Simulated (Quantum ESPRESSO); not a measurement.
Hf in Quantum ESPRESSO: the effect of functional

Crystal: Hf.

```
CELL_PARAMETERS angstrom
-1.80500 1.80500 1.80500
1.80500 -1.80500 1.80500
1.80500 1.80500 -1.80500
ATOMIC_POSITIONS crystal
Hf 0.00000 0.00000 0.00000
```

This isn't the form of Hf at room conditions, which is hcp.

Alike in all runs:

| Item | Value |
| --- | --- |
| Program | Quantum ESPRESSO 7.5 |
| Task | phonon dispersion |
| Cutoff | 612 eV |
| Density cutoff | 4898 eV |
| k mesh | 10 × 10 × 10 |
| Occupations | cold, width 0.2 eV |
| Spin | no spin polarisation |

Each run relaxes the cell or the atoms first.

| functional | potentials or basis | relaxed volume (Å³/atom) | highest phonon frequency (cm⁻¹) |
| --- | --- | --- | --- |
| LDA | GBRV 1.5 LDA | ? | ? |
| PBE | GBRV 1.5 PBE | 22.32 | 128 |
| PBEsol | GBRV 1.5 PBEsol | 21.31 | 140 |

**Question.** What does the run with functional LDA give?

**Answer.** Relaxed volume 20.48 Å³/atom; highest phonon frequency 146 cm⁻¹.

Caveats: some modes are imaginary; the mesh is thin for the phonons of a metal (some runs).
